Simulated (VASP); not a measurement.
Here is a VASP 6.6.1 calculation.

The input INCAR:

```
SYSTEM = Li
PREC = Accurate
ENCUT = 520
EDIFF = 1E-6
ISMEAR = 0
SIGMA = 0.02
LREAL = .FALSE.
LASPH = .TRUE.
NELM = 100
ALGO = Fast
ISIF = 2
LWAVE = .FALSE.
LCHARG = .FALSE.
GGA = CA
```

Contents of KPOINTS:

```
Automatic mesh
0
G
  10 10 10
  0 0 0
```

Contents of POSCAR:

```
Li
1.0
    0.0000000000      2.2020000000      2.2020000000
    2.2020000000      0.0000000000      2.2020000000
    2.2020000000      2.2020000000      0.0000000000
Li
1
Direct
    0.0000000000      0.0000000000      0.0000000000
```

Potentials or basis: VASP PAW LDA potentials, release 54 (Li_sv).

The run is started by

```sh
$ cat potpaw_LDA.54/Li_sv/POTCAR > POTCAR
$ mpirun -np 1 vasp_std > vasp.out
```

Question: Predict the band gap on the k mesh.

Answer: None (metal or under the smearing width).
